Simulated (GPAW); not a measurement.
## TiAl3 in GPAW: the effect of target pressure

The system is TiAl3.

```
CELL_PARAMETERS angstrom
-1.91111 1.91111 4.28067
1.91111 -1.91111 4.28067
1.91111 1.91111 -4.28067
ATOMIC_POSITIONS crystal
Ti 0.00000 0.00000 0.00000
Al 0.25000 0.75000 0.50000
Al 0.75000 0.25000 0.50000
Al 0.50000 0.50000 0.00000
```

The cell comes from a database or a generator and needn't be the stable form of this composition.

Alike in all runs:

```yaml
Program: GPAW 26.7.0
Task: relaxation of cell and atoms
Functional: PBE
Potentials_or_basis: GPAW PAW data sets (gpaw-data 1.2.1)
Cutoff: 600 eV
Basis: pw
k_mesh: 5 × 5 × 5
Occupations: fermi-dirac, width 0.05 eV
Spin: no spin polarisation
```

Each run relaxes the cell or the atoms first.

| target pressure | target pressure | relaxed volume (Å³/atom) |
| --- | --- | --- |
| 0 GPa | - | 15.94 |
| 2 GPa | 2 GPa | 15.66 |
| 5 GPa | 5 GPa | 15.28 |
| 10 GPa | 10 GPa | 14.72 |
| 20 GPa | 20 GPa | 13.84 |
| 30 GPa | 30 GPa | ? |

Question: What does the run with target pressure 30 GPa give?

Answer: Relaxed volume 13.16 Å³/atom.

Worked out: In Murnaghan's law V^(-B') rises as a straight line in P. The other rows fit best with B' = 3.6, V0 = 15.94 Å³/atom and B0 = 108 GPa, which gives 13.16 Å³/atom at 30 GPa, against the run's 13.16.

Caveats: all runs use coarse meshes; later steps reuse the first step's grids; the volume moved by over 15 % at a fixed basis, so the end points are rough (some runs).
